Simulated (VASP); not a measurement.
Here is a VASP 6.6.1 calculation.

INCAR

```
ALGO = Normal
EDIFF = 1E-7
ENCUT = 520
GGA = PE
ISIF = 2
ISMEAR = 0
LASPH = True
LCHARG = False
LREAL = False
LWAVE = False
NBANDS = 8
NELM = 100
PREC = Accurate
SIGMA = 0.1
```

KPOINTS

```
k-points
0
Gamma
  22 22 22
```

The input POSCAR:

```
N
1.0
   -1.3461034005      1.3461034005      1.3461034005
    1.3461034005     -1.3461034005      1.3461034005
    1.3461034005      1.3461034005     -1.3461034005
N
1
Direct
    0.0000000000      0.0000000000      0.0000000000
```

Potentials or basis: VASP PAW PBE potentials, release 64 (N).

Command:

```bash
$ cat potpaw_PBE.64/N/POTCAR > POTCAR
$ mpirun -np 1 vasp_std > vasp.out
```

(1) Estimate the band gap on the k mesh.

(2) What does it give for the pressure?

Answers

(1) none (metal or under the smearing width).

(2) -30.1 GPa.

Caveat: the cell as given lies far from equilibrium; so large a pressure means that the cell lies far from this level's equilibrium, or that cutoff or potentials fall short.
